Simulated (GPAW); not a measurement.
Here is a GPAW 26.7.0 calculation.

The input run.py:

```python
from ase import Atoms
from ase.filters import FrechetCellFilter
from ase.io import write
from ase.optimize import BFGS
from ase.units import GPa
from gpaw import GPAW, PW, setup_paths

setup_paths.insert(0, '.')

atoms = Atoms(['W'],
              cell=[[0.0, 2.03, 2.03],
                    [2.03, 0.0, 2.03],
                    [2.03, 2.03, 0.0]],
              scaled_positions=[[0.0, 0.0, 0.0]],
              pbc=True)

calc = GPAW(mode=PW(600),
            xc='PBEsol',
            kpts={'size': (11, 11, 11), 'gamma': True},
            occupations={'name': 'fermi-dirac', 'width': 0.05},
            nbands=16,
            convergence={'density': 1e-05, 'forces': 0.0001},
            maxiter=150,
            txt='gpaw.txt')
atoms.calc = calc
opt = BFGS(FrechetCellFilter(atoms, scalar_pressure=10 * GPa), trajectory='relax.traj', logfile='-')
done = opt.run(fmax=0.02, steps=60)
calc.write('gs.gpw')
write('result.traj', atoms)
print('Converged:', done)
print('Cell:', atoms.cell.cellpar().round(4))
print('Volume:', round(atoms.get_volume(), 4))
print(atoms.get_scaled_positions().round(5))
```

Potentials or basis: PAW data sets generated in the run's folder for this functional, pw.

Command:

```bash
$ gpaw-setup -f PBEsol W
$ OMP_NUM_THREADS=1 python run.py
```

(1) What does it give for the relaxed volume?

(2) Predict the relaxed cell.

Results:

(1) 15.51 Å³/atom.

(2) a = 2.799 Å, b = 2.799 Å, c = 2.799 Å, α = 60.00°, β = 60.00°, γ = 60.00°.

Caveat: later steps reuse the first step's grids.
